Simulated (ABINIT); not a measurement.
The system is TiC.

```
Ti C
1.0
     0.00000    2.16572    2.16572
     2.16572    0.00000    2.16572
     2.16572    2.16572    0.00000
Ti C
1 1
Cartesian
  0.0000 0.0000 0.0000
  2.1657 2.1657 2.1657
```

The cell is a database's computed one.

Base run:

```yaml
Program: ABINIT 10.8.3 (patched build)
Functional: WC
Potentials_or_basis: JTH PAW PBE v2.0
Cutoff: 517 eV
k_mesh: 11 × 11 × 11
Occupations: fermi-dirac, width 0.05 eV
Spin: no spin polarisation
```

Its results: band gap on the k mesh none (metal or under the smearing width); pressure -5.3 GPa.

**Question.** The run is repeated on the same cell with these changes: functional from WC to revPBE. What comes out?

**Answer.** Band gap on the k mesh none (metal or under the smearing width); pressure 4.0 GPa.

revPBE binds less tightly than WC, so the same cell stands under more pressure.

Caveats: the PAW data sets were made with another functional, which shifts forces and pressure a little.
